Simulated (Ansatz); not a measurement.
The system is Nb.

```xyz
1
Lattice="-1.6640 1.6640 1.6640 1.6640 -1.6640 1.6640 1.6640 1.6640 -1.6640" Properties=species:S:1:pos:R:3 pbc="T T T"
Nb    0.0000    0.0000    0.0000
```

```yaml
Program: Ansatz 0.2.0
Task: relaxation of cell and atoms
Functional: revPBE
Dispersion: D4
Potentials_or_basis: Ansatz PAW
Cutoff: "420 eV (not typed: the program's choice for these potentials)"
k_mesh: 11 × 11 × 11
Occupations: fermi-dirac, width 0.05 eV
Spin: no spin polarisation
```

At the start: volume 18.43 Å³/atom.

Question: How do energy, volume and symmetry change on relaxing?

Answer: It ends after 4 steps and the volume is 17.96 Å³/atom (-2.5 %); space group Im-3m (No. 229, to 0.05 Å).

The path:
```tsv
step	energy change (eV)	largest force (eV/Å)	volume (Å³)
1	0.0000	0.0000	18.43
2	-0.0063	0.0000	17.99
3	-0.0063	0.0000	17.96
4	-0.0062	0.0000	17.96
```

Final structure:
```
Nb
1.0
    -1.64989    1.64989    1.64989
     1.64989   -1.64989    1.64989
     1.64989    1.64989   -1.64989
Nb
1
Direct
  0.00000 0.00000 0.00000
```

Caveat: the plane-wave basis is chosen anew once the cell has moved, so the energies of steps on either side of that aren't comparable; pairwise dispersion overbinds metals, which lowers pressure and volume; the PAW data sets come from PBE, with cores solved anew for the run's functional, which leaves a small shift of forces and pressure.
